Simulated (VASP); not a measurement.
# GaN (Fm-3m) in VASP: notebook

Runs on GaN. Level: PBE. Tasks: dielectric tensor.

Program: VASP 6.6.1. These are calculated values, not measurements. Logs are shortened: lines on timing, memory, paths and dates and some standing lists are left out, and cuts for length are marked.

## (1) The crystal as given

It takes space group Fm-3m (No. 225, cubic). The conventional cell has a = 4.270 Å, b = 4.270 Å, c = 4.270 Å, α = 90.00°, β = 90.00°, γ = 90.00°. Ga (site symmetry m-3m) has 6 N at 2.14 Å as nearest neighbours. Around N (site symmetry m-3m) lie 6 Ga at 2.14 Å.

Measurements of this composition are mostly on another form, of space group No. 186.

## (2) Dielectric tensor, PBE

INCAR reads:

```
SYSTEM = GaN
PREC = Accurate
ENCUT = 400
EDIFF = 1E-7
ISMEAR = 0
SIGMA = 0.01
LREAL = .False.
LASPH = .True.
NELM = 100
ALGO = Normal
ISIF = 2
LWAVE = .False.
LCHARG = .False.
GGA = PE
LEPSILON = .True.
```

KPOINTS reads:

```
regular mesh
0
Gamma
  8 8 8
  0 0 0
```

POSCAR reads:

```
GaN
1.0
    0.0000000000      2.1352350000      2.1352350000
    2.1352350000      0.0000000000      2.1352350000
    2.1352350000      2.1352350000      0.0000000000
Ga N
1 1
Direct
    0.0000000000      0.0000000000      0.0000000000
    0.5000000000      0.5000000000      0.5000000000
```

Potentials or basis: VASP PAW PBE potentials, release 64 (Ga_d, N).

Launch:

```console
$ cat potpaw_PBE.64/Ga_d/POTCAR potpaw_PBE.64/N/POTCAR > POTCAR
$ mpirun -np 1 vasp_std > vasp.out
```

OUTCAR:

```text
SYSTEM = GaN
   PREC = Accurate
   ENCUT = 400
   EDIFF = 1E-7
   ISMEAR = 0
   LREAL = .False.
   LASPH = .True.
   NELM = 100
   ISIF = 2
   GGA = PE
   LEPSILON = .True.

 Found     29 irreducible k-points:

 Following reciprocal coordinates:
            Coordinates               Weight
  0.000000  0.000000  0.000000      1.000000
  0.125000  0.000000  0.000000      8.000000
  0.250000  0.000000  0.000000      8.000000
  0.375000  0.000000  0.000000      8.000000
  0.500000  0.000000  0.000000      4.000000
  0.125000  0.125000  0.000000      6.000000
   k-points           NKPTS =     29   k-points in BZ     NKDIM =     29   number of bands    NBANDS=     13
   number of dos      NEDOS =    301   number of ions     NIONS =      2
   total plane-waves  NPLWV =   8000
   dimension x,y,z NGX =    20 NGY =   20 NGZ =   20
   dimension x,y,z NGXF=    40 NGYF=   40 NGZF=   40
   ions per type =               1   1
   NGX,Y,Z   is equivalent  to a cutoff of  11.01, 11.01, 11.01 a.u.
   NGXF,Y,Z  is equivalent  to a cutoff of  22.02, 22.02, 22.02 a.u.
 SYSTEM =  GaN
   PREC   = accura    normal or accurate (medium, high low for compatibility)
   ISTART =      0    job   : 0-new  1-cont  2-samecut
   ICHARG =      2    charge: 1-file 2-atom 10-const
   ISPIN  =      1    spin polarized calculation?
   LNONCOLLINEAR =      F non collinear calculations
   LSORBIT =      F    spin-orbit coupling
   LASPH  =      T    aspherical Exc in radial PAW
   ENCUT  =  400.0 eV  29.40 Ry    5.42 a.u.   4.92  4.92  4.92*2*pi/ulx,y,z
   NELM   =    100;   NELMIN=  2; NELMDL= -5     # of ELM steps
   EDIFF  = 0.1E-06   stopping-criterion for ELM
   LREAL  =      F    real-space projection
   EDIFFG = 0.1E-05   stopping-criterion for IOM
   NSW    =      0    number of steps for IOM
   IBRION =     -1    ionic relax: 0-MD 1-quasi-New 2-CG
   NFREE  =      0    steps in history (QN), initial steepest desc. (CG)
   ISIF   =      2    stress and relaxation
   ISYM   =      2    0-nonsym 1-usesym 2-fastsym
   POTIM  = 0.5000    time-step for ionic-motion
   TEBEG  =    0.0;   TEEND  =   0.0 temperature during run
   PSTRESS=    0.0 pullay stress
   NELECT =      18.0000    total number of electrons
   NUPDOWN=      -1.0000    fix difference up-down
   EMIN   =  10.00;   EMAX   =-10.00  energy-range for DOS
   EFERMI =   0.00;   METHOD = LEGACY
   ISMEAR =     0;   SIGMA  =   0.01  broadening in eV -4-tet -1-fermi 0-gaus
   EFERMI_NEDOS =   21; number of points for ismear=-14 and -15
   IALGO  =     38    algorithm
   IMIX   =      4    mixing-type and parameters
     AMIX     =   0.40;   BMIX     =  1.00
     AMIX_MAG =   1.60;   BMIX_MAG =  1.00
  volume/ion in A,a.u.               =       9.74        65.70
  Fermi-wavevector in a.u.,A,eV,Ry     =   1.594814  3.013761 34.605481  2.543431
  Thomas-Fermi vector in A             =   2.692830
   LORBIT       =      0    0 simple, 1 ext, 2 COOP (PROOUT), +10 PAW based schemes
   GGA     = PE    functional components
   LHFCALC =     F    Hartree Fock is set to
   AEXX    =    0.0000 exact exchange contribution
   IVDW    =     0    specifies the selected vdW correction
   LEPSILON=     T    determine dielectric tensor
   LRPA    =     F    only Hartree local field effects (RPA)
 non-spin polarized calculation
 Gauss-broadening in eV      SIGMA  =   0.01
  energy-cutoff  :      400.00
  volume of cell :       19.47
 maximum number of plane-waves:       363
   NGX =  9   NGY =  9   NGZ =  9

--------------------------------------- Ionic step        1  -------------------------------------------

 number of electron      17.9999992 magnetization

 E-fermi :   7.5894     XC(G=0): -12.9052

 val. band max:        7.5042977159   @ k =  -0.2500   0.1250   0.0000
 cond. band min:       7.9149528568   @ k =   0.5000   0.5000   0.0000
 fundamental gap:      0.4106551409
 Fermi energy:         7.5894459414

 k-point     1 :       0.0000    0.0000    0.0000
  band No.  band energies     occupation
      1      -9.4854      2.00000
      2      -6.4814      2.00000
      3      -6.4814      2.00000
      4      -6.4814      2.00000
      5      -6.3938      2.00000
      6      -6.3938      2.00000
      7       7.0458      2.00000
      8       7.0458      2.00000
      9       7.0458      2.00000
     10       9.3985      0.00000
     11      22.0616      0.00000
     12      22.0616      0.00000
     13      22.0616      0.00000

 k-point     2 :       0.1250    0.0000    0.0000
  band No.  band energies     occupation
      1      -9.1925      2.00000
      2      -6.4914      2.00000
      3      -6.4713      2.00000
      4      -6.4713      2.00000
      5      -6.4073      2.00000
      6      -6.4073      2.00000
      7       5.3444      2.00000
      8       7.0777      2.00000
      9       7.0777      2.00000
     10      10.7686      0.00000
     11      19.0366      0.00000
     12      20.7406      0.00000
     13      20.7407      0.00000

 k-point     3 :       0.2500    0.0000    0.0000
  band No.  band energies     occupation
      1      -8.3673      2.00000
      2      -6.5209      2.00000
      3      -6.5209      2.00000
      4      -6.5141      2.00000
      5      -6.3655      2.00000
      6      -6.3655      2.00000
      7       2.7879      2.00000
      8       7.1654      2.00000
      9       7.1654      2.00000
     10      12.1135      0.00000
     11      16.9449      0.00000
     12      18.5777      0.00000
     13      18.5777      0.00000

 k-point     4 :       0.3750    0.0000    0.0000
  band No.  band energies     occupation
      1      -7.2511      2.00000
      2      -6.5917      2.00000
      3      -6.5917      2.00000
      4      -6.5316      2.00000
      5      -6.3003      2.00000
      6      -6.3003      2.00000
      7       0.4923      2.00000
      8       7.2895      2.00000
      9       7.2895      2.00000
     10      12.2527      0.00000
     11      16.4832      0.00000
     12      17.0064      0.00000
     13      17.0064      0.00000

 k-point     5 :       0.5000    0.0000    0.0000
  band No.  band energies     occupation
      1      -6.6574      2.00000
      2      -6.6213      2.00000
      3      -6.6213      2.00000
      4      -6.4824      2.00000
      5      -6.2721      2.00000
      6      -6.2721      2.00000
      7      -0.5718      2.00000
      8       7.3560      2.00000
      9       7.3560      2.00000
     10      12.0796      0.00000
     11      16.4376      0.00000
     12      16.4377      0.00000
     13      16.5447      0.00000

 k-point     6 :       0.1250    0.1250    0.0000
  band No.  band energies     occupation
      1      -9.1082      2.00000
      2      -6.5053      2.00000
      3      -6.4506      2.00000
      4      -6.4506      2.00000
      5      -6.4493      2.00000
      6      -6.3789      2.00000
      7       5.5475      2.00000
      8       6.6728      2.00000
      9       6.6728      2.00000
     10      11.2556      0.00000
     11      19.0713      0.00000
     12      19.3947      0.00000
     13      20.7574      0.00000

 [... further k-points ...]

  FORCE on cell =-STRESS in cart. coord.  units (eV):
  Direction    XX          YY          ZZ          XY          YZ          ZX
  --------------------------------------------------------------------------------------
  -------------------------------------------------------------------------------------
  Total       -0.4595268     -0.4595268     -0.4595268     -0.0000000      0.0000000      0.0000000
  in kB      -37.8141515    -37.8141515    -37.8141515     -0.0000000      0.0000000      0.0000000
  external PRESSURE =     -37.8141515 kB  Pullay stress =       0.0000000 kB

 VOLUME and BASIS-vectors are now :
 -----------------------------------------------------------------------------
  energy-cutoff  :      400.00
  volume of cell :       19.47
      direct lattice vectors                 reciprocal lattice vectors
     0.000000000  2.135235000  2.135235000    -0.234166263  0.234166263  0.234166263
     2.135235000  0.000000000  2.135235000     0.234166263 -0.234166263  0.234166263
     2.135235000  2.135235000  0.000000000     0.234166263  0.234166263 -0.234166263

 POSITION                                       TOTAL-FORCE (eV/Angst)
 -----------------------------------------------------------------------------------
      0.00000      0.00000      0.00000         0.000000     -0.000000     -0.000000
      2.13524      2.13524      2.13524        -0.000000      0.000000      0.000000
 -----------------------------------------------------------------------------------
    total drift:                                0.000000     -0.000000      0.000000

  FREE ENERGIE OF THE ION-ELECTRON SYSTEM (eV)
  ---------------------------------------------------
  free  energy   TOTEN  =       -11.2044496062 eV

  energy  without entropy=      -11.2044496062  energy(sigma->0) =      -11.20444961

 HEAD OF MICROSCOPIC STATIC DIELECTRIC TENSOR (INDEPENDENT PARTICLE, excluding Hartree and local field effects)
 ------------------------------------------------------
           9.090665     0.000000     0.000000
           0.000000     9.090665     0.000000
          -0.000000    -0.000000     9.090665
 ------------------------------------------------------

 Free energy of the ion-electron system (eV)
  ---------------------------------------------------
  ---------------------------------------------------
  free energy    TOTEN  =        -0.45218809 eV

  energy without entropy =       -0.45218809

------------------------ aborting loop because EDIFF is reached ----------------------------------------

--------------------------------------- Ionic step        2  -------------------------------------------

------------------------ aborting loop because EDIFF is reached ----------------------------------------

--------------------------------------- Ionic step        3  -------------------------------------------

 Free energy of the ion-electron system (eV)
  ---------------------------------------------------
  ---------------------------------------------------
  free energy    TOTEN  =        -0.45218828 eV

  energy without entropy =       -0.45218828

------------------------ aborting loop because EDIFF is reached ----------------------------------------

 PIEZOELECTRIC TENSOR FIELD DIRECTION 3  (e Angst)
 -----------------------------------------------------------------------------
     0.00056  0.00000 -0.00000           ( -0.00001  0.00000 -0.00000)
     0.00000  0.00056  0.00000           (  0.00000 -0.00001  0.00000)
     0.00000  0.00000 -0.00105           ( -0.00000  0.00000 -0.00002)

 PIEZOELECTRIC TENSOR FIELD DIRECTION 3  (C/m^2)
 -----------------------------------------------------------------------------
     0.00046  0.00000 -0.00000
     0.00000  0.00046  0.00000
     0.00000  0.00000 -0.00086

 MACROSCOPIC STATIC DIELECTRIC TENSOR (including local field effects in DFT)
 ------------------------------------------------------
           8.904980     0.000000    -0.000000
           0.000000     8.904980    -0.000000
           0.000000     0.000000     8.904980
 ------------------------------------------------------

 PIEZOELECTRIC TENSOR (including local field effects)  for field in x, y, z        (e  Angst)
          XX          YY          ZZ          XY          YZ          ZX
  --------------------------------------------------------------------------------
  x     0.00000     0.00000     0.00000     0.00000     0.00000     0.00000
  y     0.00000     0.00000     0.00000     0.00000     0.00000     0.00000
  z     0.00000     0.00000     0.00000     0.00000     0.00000     0.00000

 PIEZOELECTRIC TENSOR (including local field effects)  for field in x, y, z        (C/m^2)
          XX          YY          ZZ          XY          YZ          ZX
  --------------------------------------------------------------------------------
  x     0.00000     0.00000     0.00000     0.00000     0.00000     0.00000
  y     0.00000     0.00000     0.00000     0.00000     0.00000     0.00000
  z     0.00000     0.00000     0.00000     0.00000     0.00000     0.00000

 BORN EFFECTIVE CHARGES (including local field effects) (in |e|, cummulative output)
 ---------------------------------------------------------------------------------
 ion    1
    1     3.64098     0.00000    -0.00000
    2    -0.00000     3.64098    -0.00000
    3     0.00000     0.00000     3.64098
 ion    2
    1    -3.64098     0.00000     0.00000
    2     0.00000    -3.64098     0.00000
    3    -0.00000    -0.00000    -3.64098
```

Wall time 46 s (1 thread of Intel Xeon Platinum 8488C (Sapphire Rapids), shared host); peak memory 0.14 GiB.

The run converged, but some of its settings lie outside the range that counts as converged, so its numbers aren't taken as properties of the crystal.

Results:

```yaml
Band_gap_on_the_k_mesh: 0.41 eV, indirect (least direct gap 2.35 eV)
Electronic_dielectric_tensor_diagonal: 8.90
Born_charges_mean_of_the_diagonal: Ga +3.64; N -3.64 e
```

Caveat: the cutoff is under 1.25 times the usual one of these potentials, so pressure, stress and relaxed cells hold a basis-set (Pulay) error; the gap is small at this level, which inflates the dielectric constant.

(Continued in part 2 of 2.)
